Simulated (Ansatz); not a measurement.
**Ti: a line through an energy map**

One table from this session's results is given with a row withheld; the runs are named, their logs left out.

This is Ti in the fcc structure; at room conditions it is hcp.

Computed with Ansatz 0.2.0 (DFT PBE, scalar-relativistic, plane waves, PAW, unless a step's input says otherwise).

27 further runs of the same task are left out: 27 set aside as unsound or not needed.

### The system as given

The structure is cubic, space group Fm-3m (No. 225). The conventional cell has a = 4.112 Å, b = 4.112 Å, c = 4.112 Å, α = 90.00°, β = 90.00°, γ = 90.00°. Ti (site symmetry m-3m) is surrounded by 12 Ti at 2.91 Å.

Coordinates:

```
Ti
1.0
     0.00000    2.05598    2.05598
     2.05598    0.00000    2.05598
     2.05598    2.05598    0.00000
Ti
1
Direct
  0.00000 0.00000 0.00000
```

It is the result of an earlier relaxation at this level (volume 17.38 Å³/atom; gap on the mesh: none (metal)).

### Plan of the line

The energy is mapped over volume and a fixed ferromagnetic moment.

The axes are (1) volume per atom: 7 values from 14.25 to 20.51 Å³; (2) total spin moment of the cell, held fixed: 9 values from 0.000 to 1.000 μB.

Nothing else is relaxed (shape and fractional coordinates fixed). Points are written as (first, second).

Set-up of the first run:

input.yaml reads:

```yaml
crystal:
  lattice:
    - [0.0, 1.9243855913, 1.9243855913]
    - [1.9243855913, 0.0, 1.9243855913]
    - [1.9243855913, 1.9243855913, 0.0]
  atoms:
    - { symbol: Ti, position: [0.0, 0.0, 0.0], spin: 0.875 }
basis:
  ecutwfc: 520.0
kpoints:
  mp_grid: { grid: [20, 20, 20] }
hamiltonian:
  xc: pbe
  pseudopotentials: { kind: paw }
scf:
  occupations: { method: gaussian, width: 0.15 }
  lower_state_search: "off"
output:
  forces: true
  stress: true
  eigenvalues: true
  populations: true
magnetization:
  spin_polarized: true
  initial_magnetization: 0.875
  spin_locking: { lock_magnetization: hard }
```

The run is started by

```sh
$ ansatz run input.yaml --threads 1 --pin off --max-ram 2048MiB --backend cpu --events-out ev --progress --plain --runs-dir out
```

Steps of the session up to this table: The run at (14.25 Å³, 0.875 μB); Grid point (15.30 Å³, 0.875 μB); Grid point (16.34 Å³, 0.875 μB); Point (19.47 Å³, 0.875 μB); Point (20.51 Å³, 0.875 μB).

One of the session's tables, all rows but one given; the rest of the session is left out.

It belongs to the step «The line in numbers». 

```
volume per atom (Å³)  energy (meV/atom)  pressure (GPa)
               14.25                309            33.8
               15.30                135            20.3
               16.34                 38            10.0
               17.38                  0             2.1
               18.42                  ?               ?
               19.47                 47            −8.4
               20.51                114           −11.9
```

Q: Estimate the row for volume per atom (Å³) = 18.42 from the others.

Worked estimate for «energy (meV/atom)». A straight line through the neighbours (17.38, 0) and (19.47, 47) gives 0 + (47 − 0) × (18.42 − 17.38) / (19.47 − 17.38) = 23; a parabola fitted to 4 rows on both sides gives 6.

As computed: energy (meV/atom): 6; pressure (GPa): −3.9. In «energy (meV/atom)» the line misses by +17 and the parabola by +0.

Energies count from the lowest point of the line. Rows without a step come from runs not printed here or follow by symmetry.

What this shows: Along the line the energy is lowest at 17.38 Å³. A parabola through the lowest point and its two neighbours puts the minimum at 17.753 Å³, with a curvature of about 41 meV/atom per (Å³)². The highest point computed, at 14.25 Å³, lies 309 meV/atom above the lowest.

Limits of these values: Warnings in the runs' records: stress scf threshold loose.
